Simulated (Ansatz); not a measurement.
# In in Ansatz: reference runs

Reference runs on In: the cell as given.

Everything below comes from runs of Ansatz 0.2.0. Logs are shortened: lines on timing, memory, paths and dates and some standing lists are left out, and cuts for length are marked.

## 1. The cell of the first run

The cell holds a slab with vacuum, 5 atoms: a = 3.339 Å, b = 3.339 Å, c = 25.932 Å, α = 90.00°, β = 90.00°, γ = 120.00°.

## 2. Single point, PBE (the (0 0 1) slab of In, cut from the database cell, not relaxed)

File input.yaml:

```yaml
crystal:
  lattice:
    - [3.3392736332, 0.0, 0.0]
    - [-1.6696368166, 2.8918957965, 0.0]
    - [0.0, 0.0, 25.9317382929]
  atoms:
    - { symbol: In, position: [0.6666666667, 0.3333333333, 0.2892208735] }
    - { symbol: In, position: [0.0, 0.0, 0.3942765012] }
    - { symbol: In, position: [0.6666666667, 0.3333333333, 0.5] }
    - { symbol: In, position: [0.3333333333, 0.6666666667, 0.6057234988] }
    - { symbol: In, position: [0.6666666667, 0.3333333333, 0.7107791265] }
hamiltonian:
  xc: pbe
  pseudopotentials: { kind: paw }
kpoints:
  mp_grid: { grid: [9, 9, 1] }
scf:
  occupations: { method: fermi_dirac, width: 0.05 }
output:
  forces: true
  eigenvalues: true
efield:
  axis: 3
  dipole_correction: true
  ramp_width: 0.04
```

Potentials or basis: Ansatz PAW.

Started as:

```console
> ansatz run input.yaml --threads 4 --pin off --max-ram 11264MiB --backend cpu --events-out ev --progress --plain --runs-dir out
```

Standard output:

```text
Warning: RAYON_NUM_THREADS=4 ignored (pool sized by the plan → 4); use --threads N
Engine: ansatz 0.2.0, aarch64-unknown-linux-gnu
Pseudopotentials: kind: paw
Pseudopotential: In, paw, valence charge 13, recommended cutoff 420 eV (normal), In.paw.azcp
Functional definition: PBE
  parameter kappa = 0.804
  parameter beta = 0.06672455060314922
  exchange = pbe_x(kappa = kappa, mu = beta*pi^2/3)
  correlation = pbe_c(beta = beta)
Crystal: 5 atoms, lattice volume = 250.418 Å³
Basis set: ecut = 420 eV, 4947 PW (Γ), exchange–correlation on 48×48×360 points (8 copies of the dense FFT grid, shifted against one another)
Bands: 39, of which v1, the nominal top of the filled ones, is band 33 counted from 1 (32 counted from 0)
Symmetry: 6 space group operations
k-points: 12 of 81 (time reversal used)
Non-local potential: In, projectors of the file, l = 0: 2, l = 1: 2, l = 2: 2, l = 3: 2
PAW form: soft (Blöchl's): semilocal exchange-correlation on the pseudo side does not see the compensation charge
PAW one-centre angular grid: In, 590 points (default); XC on 64 Gauss nodes
Initial density: superposition of atomic densities (neutral atoms: chi_scale 0, normalization atom), corrected by the library's trained network
Initial wavefunctions: pseudopotential atomic-orbital guess
Functional: x = pbe(κ = 0.804, μ = 0.2195149727645171), c = pbe(β = 0.06672455060314922)
SCF iter   1: F=—  HF=-27988.850287 eV  |F-HF|=—  |Δ(HF+E_count)|=         —  Δρ=1.77e-3  dr2=1.65e-1  ethr=1.77e-3  p=0.000 e·Å  D=1.22e-13 V/Å  ΔV_dip=-0.00 eV  dr2_dipole=9.24e-8  V_vac-E_F(+/−)=3.83/3.83 eV  ⟨swp⟩=7.0  Hψ=1856  notcnv=0
efield: sawtooth ramp at fractional position 0.9800 (placed from the atoms, in the widest stretch of the axis that holds none; the zero of the levels goes with the place), width 0.0400; the density the first Hamiltonian is built on has a dipole p = 0.000 e·Å; the dipole correction subtracts the counter field D = 1.22e-13 V/Å, which shifts the + side's vacuum level by -0.00 eV against the − side's; the planar-averaged density in the ramp window peaks in size at 5.9e-5 e/Å³
preconditioner: auto → LDOS  [metal: Δε(μ)=0.049 eV  Ē_g=14.488 eV  σ=0.050 eV  W_gap=0.24  n_scr=22 (ndim 8)  ℏωp=18.9 eV  f_vac=0.432  D(μ)=2.97/eV (n_scr^D=12)  β→1.0]
SCF iter   2: F=—  HF=-27988.832714 eV  |F-HF|=—  |Δ(HF+E_count)|=   1.76e-2  Δρ=1.10e-3  dr2=4.84e-3  ethr=2.54e-4  p=-0.000 e·Å  D=-8.98e-6 V/Å  ΔV_dip=0.00 eV  dr2_dipole=3.51e-7  V_vac-E_F(+/−)=3.85/3.85 eV  ⟨swp⟩=2.6  Hψ=637  notcnv=0  defer=8
SCF iter   3: F=—  HF=-27988.832236 eV  |F-HF|=—  |Δ(HF+E_count)|=   4.77e-4  Δρ=9.72e-4  dr2=4.94e-3  ethr=7.44e-6  p=0.000 e·Å  D=2.99e-6 V/Å  ΔV_dip=-0.00 eV  dr2_dipole=3.86e-7  V_vac-E_F(+/−)=3.85/3.85 eV  ⟨swp⟩=2.1  Hψ=919  notcnv=0  defer=8
SCF iter   4: F=—  HF=-27988.831223 eV  |F-HF|=—  |Δ(HF+E_count)|=   1.01e-3  Δρ=1.23e-4  dr2=1.23e-4  ethr=7.44e-6  p=-0.000 e·Å  D=-1.92e-6 V/Å  ΔV_dip=0.00 eV  dr2_dipole=5.44e-10  V_vac-E_F(+/−)=3.86/3.86 eV  ⟨swp⟩=2.1  Hψ=852  notcnv=0  defer=8
SCF iter   5: F=—  HF=-27988.831213 eV  |F-HF|=—  |Δ(HF+E_count)|=   9.77e-6  Δρ=7.77e-5  dr2=2.98e-5  ethr=1.89e-7  p=-0.000 e·Å  D=-7.58e-7 V/Å  ΔV_dip=0.00 eV  dr2_dipole=1.07e-9  V_vac-E_F(+/−)=3.86/3.86 eV  ⟨swp⟩=2.0  Hψ=841  notcnv=0  defer=8
SCF iter   6: F=—  HF=-27988.831161 eV  |F-HF|=—  |Δ(HF+E_count)|=   5.15e-5  Δρ=1.18e-5  dr2=1.34e-6  ethr=4.59e-8  p=-0.000 e·Å  D=-5.83e-7 V/Å  ΔV_dip=0.00 eV  dr2_dipole=1.83e-11  V_vac-E_F(+/−)=3.87/3.87 eV  ⟨swp⟩=2.2  Hψ=833  notcnv=0  defer=8
SCF iter   7: F=—  HF=-27988.831161 eV  |F-HF|=—  |Δ(HF+E_count)|=   2.09e-8  Δρ=5.43e-6  dr2=1.61e-7  ethr=2.06e-9  p=-0.000 e·Å  D=-1.13e-7 V/Å  ΔV_dip=0.00 eV  dr2_dipole=2.95e-12  V_vac-E_F(+/−)=3.87/3.87 eV  ⟨swp⟩=2.4  Hψ=894  notcnv=0  defer=8
SCF iter   8: F=-27988.831161 eV  HF=-27988.831161 eV  |F-HF|=4.21e-9  |Δ(HF+E_count)|=   1.78e-8  Δρ=1.44e-6  dr2=4.80e-9  ethr=1.54e-10  p=-0.000 e·Å  D=-9.80e-8 V/Å  ΔV_dip=0.00 eV  dr2_dipole=4.70e-12  V_vac-E_F(+/−)=3.87/3.87 eV  ⟨swp⟩=9.2  Hψ=2021  notcnv=0
SCF 1 converged in 8 iterations: F = -27988.831161 eV  dr2 = 4.80e-9
SCF converged after 8 iterations
Free energy (F): -27988.831161 eV
Harris-Foulkes:  -27988.831161 eV  (|F-HF|=4.21e-9)
Internal energy: -27988.804714 eV  (E = F + TS)
E sigma→0 (E₀):  -27988.817938 eV
Entropy (-TS):   -0.026447 eV (-5.289 meV/atom)
Fermi energy:    3.541165 eV
Dipole field:    D = 0.000003 V/Å  (p = 0.000003 e·Å, saw-weighted, corrected)
Work function:   Φ+ = 3.8662 eV   Φ− = 3.8662 eV
Levels:          The Fermi level and band energies are counted from a zero that moves with the ramp; work functions are not
--- Per-component energies (eV) ---
  E_band       = -551.382613
  E_kinetic    = 1204.595139
  E_local      = -44921.113565  (includes V_loc(G=0)·N_el)
  E_nonlocal   = 1829.924151
  E_hartree    = 21663.276081
  E_xc         = -1079.144253
  E_vxc        = -498.550397  (∫ρ·V_xc dr)
  E_paw        = -20759.428013  (= ΣΔE_a)
  E_vpaw       = -1492.790585  (= ΣTr[D̂ρ^β])
  E_aug_tail   = 0.000125  (compensation charges beyond the density's cutoff)
  E_efield     = 0.000000  (sawtooth field / dipole correction)
  E_vefield    = 0.000000  (∫n·V_field dr)
  E_ewald      = 14073.085621
  E_smearing   = -0.026447  (= −TS)
  E_closure    = 0.000000  (closes the sum)
  Σ components = -27988.831161   (vs F -27988.831161, Δ=0.00e0)
--- Forces (eV/Å), atoms counted from 1 ---
  atom   1  In     0.00000000    -0.00000000    -0.18139062
  atom   2  In     0.00000000     0.00000000     0.08857559
  atom   3  In    -0.00000000    -0.00000000    -0.00000038
  atom   4  In    -0.00000000    -0.00000000    -0.08857545
  atom   5  In     0.00000000     0.00000000     0.18139066
  max |Σ_I F_I| component: 1.95e-7 eV/Å
--- Band table (eV; the first three rows and the last of 12) ---
  k-point 0: bands = ["-11.1687", "-11.1618", "-11.1129", "-11.1129", "-11.1113", "-11.1105", "-11.1044", "-11.1044", "-11.0478", "-11.0478", "-11.0396", "-11.0377", "-11.0377", "-10.9963", "-10.9963", "-10.9388", "-10.9388", "-10.9252", "-10.9252", "-10.8463", "-10.8463", "-10.8419", "-10.8419", "-10.7656", "-10.7656", "-5.7614", "-5.2683", "-4.3215", "-3.0857", "-1.6499", "0.9180", "2.7999", "4.9516", "6.5767", "7.4404", "7.6778", "9.3226", "9.6500", "11.9296"]
  k-point 1: bands = ["-11.1585", "-11.1572", "-11.1174", "-11.1146", "-11.0953", "-11.0923", "-11.0808", "-11.0725", "-11.0522", "-11.0480", "-11.0297", "-11.0198", "-11.0132", "-10.9972", "-10.9715", "-10.9535", "-10.9424", "-10.9287", "-10.9124", "-10.8661", "-10.8590", "-10.8492", "-10.8396", "-10.7893", "-10.7645", "-5.5214", "-5.0269", "-4.0808", "-2.8512", "-1.4318", "1.1822", "3.0359", "5.1672", "6.7920", "7.6588", "7.8915", "9.5184", "9.6154", "9.8379"]
  k-point 2: bands = ["-11.1927", "-11.1867", "-11.1198", "-11.1095", "-11.0972", "-11.0750", "-11.0583", "-11.0512", "-11.0239", "-11.0107", "-11.0074", "-10.9996", "-10.9768", "-10.9743", "-10.9670", "-10.9170", "-10.9018", "-10.8985", "-10.8956", "-10.8679", "-10.8665", "-10.8506", "-10.8318", "-10.8246", "-10.7620", "-4.7935", "-4.2974", "-3.3555", "-2.1447", "-0.7694", "1.9513", "3.7208", "5.7408", "6.2831", "6.7924", "7.3862", "7.6595", "8.2953", "8.5031"]
  k-point 11: bands = ["-11.1643", "-11.1643", "-11.1368", "-11.1027", "-11.0929", "-11.0929", "-11.0426", "-11.0018", "-10.9970", "-10.9970", "-10.9698", "-10.9698", "-10.9314", "-10.9314", "-10.9045", "-10.9045", "-10.8910", "-10.8910", "-10.8512", "-10.8486", "-10.8392", "-10.8392", "-10.7853", "-10.7853", "-10.7569", "0.3669", "0.5186", "0.5186", "0.8154", "1.2538", "2.1233", "2.1233", "2.8840", "2.8840", "3.0301", "4.0309", "4.0309", "4.3862", "5.1564"]
```

Run time: 3.2 s. Hardware: 4 threads of Arm Neoverse V1, shared host; peak memory 0.54 GiB.

Results:

```
Free energy                     : -27988.8312 eV
Largest force                   : 0.181 eV/Å
Band gap on the k mesh          : none (metal or under the smearing width)
Work function of the upper face : 3.87 eV
Work function of the lower face : 3.87 eV
Dipole across the slab          : 0.000 e·Å
```

Forces in eV/Å, atoms in the order of the input:
```
In   0.000  0.000 -0.181
In   0.000  0.000  0.089
In   0.000  0.000  0.000
In   0.000  0.000 -0.089
In   0.000  0.000  0.181
```
